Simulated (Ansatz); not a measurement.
Write a Python script for Ansatz's Python interface that makes a Delta-SCF excitation of AlP, space group F-43m. Level of theory (first run): PBE, PAW, cutoff 422 eV, 1×1×1 k-points, Fermi-Dirac smearing of 0.01 eV.

```yaml
crystal:
  lattice:
    - [0.00000, 2.72550, 2.72550]
    - [2.72550, 0.00000, 2.72550]
    - [2.72550, 2.72550, 0.00000]
  atoms:
    - { symbol: Al, position: [0.00000, 0.00000, 0.00000] }
    - { symbol: P, position: [0.25000, 0.25000, 0.25000] }
```

`dscf.py`
```python
"""Delta-SCF excitation at one k-point of AlP."""

import ansatz as az

params = {
    "xc": "pbe",
    "kmesh": (1, 1, 1),
    "smearing": "fermi_dirac",
    "width_ev": 0.01,
    "extra_bands": 4,
}

cell = (
    az.Lattice.fcc(5.451)
    .space_group(216)
    .atom("Al", (0.0, 0.0, 0.0))
    .atom("P", (0.25, 0.25, 0.75))
    .primitive()
)

ground = (
    cell.calculation()
    .functional(params["xc"])
    .basis(31 * az.Ry)
    .kpoints(*params["kmesh"])
    .occupations(params["smearing"], width=params["width_ev"])
    .scf(extra_bands=params["extra_bands"])
    .band_table()
)
excited = ground.excitation(hole_k=0, hole_band="v1", hole_track="overlap", particle_k=0, particle_band="c1", particle_track="overlap")
low, high = ground.run().report, excited.run().report
share = low["kweights"][0]
top = round(low["n_electrons"] / 2)
print("Kohn-Sham gap at the first k-point:", round(low["eigenvalues_ev"][0][top] - low["eigenvalues_ev"][0][top - 1], 3), "eV")
print("energy difference per cell:", round(high["lagrangian_ev"] - low["lagrangian_ev"], 4), "eV; weight of the point", round(share, 4))
print("per electron moved:", round((high["lagrangian_ev"] - low["lagrangian_ev"]) / share, 3), "eV")
```

```console
$ python dscf.py
RunWarning: ΔSCF hole: seed band 3 (bands are counted from 0) lies in a 3-fold degenerate manifold [1, 2, 3] at 1.0e-4 eV resolution, on a gap of 3.25e0 eV certified (the least, over the bands outside them, of the distance in energy less both bands' residual [...]
Kohn-Sham gap at the first k-point: 3.248 eV
energy difference per cell: 3.1 eV; weight of the point 1.0
per electron moved: 3.1 eV
```
(Warnings from the package without file and line, shortened.)

Notes:
- Semilocal gaps usually lie well under measured ones.
- The computed bands are complete only to about 2.3 eV above the Fermi level.
- The k-point mesh is coarse, and energy and stress weren't tested for convergence.
- Of the deposited cell: the entry's cell lengths or inner coordinates differ somewhat from later room-temperature determinations.
- The starting cell is as deposited in a crystallographic database; the results hold for this polymorph, which needn't be the stable one.
- Levels are Kohn-Sham eigenvalues on this mesh.
- One k-point of a small cell stands for a dense array of excitations, so this isn't the optical gap of the solid.
- Finished in 0.8 s on 1 thread of INTEL(R) XEON(R) PLATINUM 8581C CPU @ 2.30GHz (Emerald Rapids), with other jobs on the host, peak memory 0.34 GiB.

(Lines on the test bed's own set-up are left out of the output.)
